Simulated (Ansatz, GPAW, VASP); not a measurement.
**C: 3 runs at one level of theory**

```
C
1.0
     0.00000    1.78337    1.78337
     1.78337    0.00000    1.78337
     1.78337    1.78337    0.00000
C
2
Direct
  0.75000 0.75000 0.75000
  0.50000 0.50000 0.50000
```

Alike in all runs: task single point; functional PBE; k mesh 13 × 13 × 13; occupations gaussian, width 0.017 eV; no spin polarisation; no spin-orbit coupling. Pressure is positive in compression and, in plane waves, holds the error of the finite cutoff.

```tsv
program and potentials	plane-wave cutoff (eV)	notes	pressure (GPa)
VASP, PBE PAW files C, 520 eV	520	-	2.46
GPAW, GPAW PAW data sets (gpaw-data 1.2.1)	800	-	1.42
Ansatz, all-electron LAPW, scalar-relativistic	-	-	1.75
```

The pressure spans 1.42 (GPAW, GPAW PAW data sets (gpaw-data 1.2.1)) to 2.46 GPa (VASP, PBE PAW files C, 520 eV), with all-electron results at 1.75.

Differences between rows come from potentials, basis sets and numerical settings, since the functional is the same but for its coding. Runs on potential files found faulty are left out.
